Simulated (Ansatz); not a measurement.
## NiSi: changing the fixed moment of the cell

```
Ni Si
1.0
     5.17310    0.00000    0.00000
     0.00000    3.33810    0.00000
     0.00000    0.00000    5.60490
Ni Si
4 4
Direct
  0.99221 0.75000 0.81248
  0.50779 0.25000 0.31248
  0.49221 0.75000 0.68752
  0.00779 0.25000 0.18752
  0.67872 0.25000 0.91750
  0.82128 0.75000 0.41750
  0.17872 0.25000 0.58250
  0.32128 0.75000 0.08250
```

Kept alike: task single point; functional PBEsol; k mesh 5 × 7 × 4; occupations fermi-dirac, width 0.05 eV. Program: Ansatz, Ansatz PAW, cutoff 420 eV. The mesh is that of the run's cell of 8 atoms. No spin-orbit coupling.

| fixed moment of cell, M (μB) | pressure (GPa) | largest site moment (μB) | free energy over the lowest row (meV/atom) |
| --- | --- | --- | --- |
| 0 | -4.37 | 0.00 | 0.00 |
| 1 | -3.80 | 0.17 | 28.92 |
| 2 | -2.43 | 0.34 | 91.07 |
| 3 | -0.49 | 0.48 | 187.66 |
| 4 | 2.33 | 0.62 | 324.66 |
| 5 | 5.55 | 0.76 | 485.28 |
| 6 | 9.11 | 0.90 | 668.51 |
| 8 | 16.76 | 1.16 | 1114.59 |

Pressure is positive in compression, with a Pulay correction for the finite cutoff. The runs hold the magnetic state that their start led to, which needn't be the lowest. Site moments count inside each atom's sphere or projector. All rows use potentials made for PBE.

The pressure rises from -4.37 to 16.76 GPa between 0 and 8 μB. The largest site moment rises from 0.00 to 1.16 μB between 0 and 8 μB. The free energy rises from 0.00 to 1114.59 meV/atom between 0 and 8 μB.
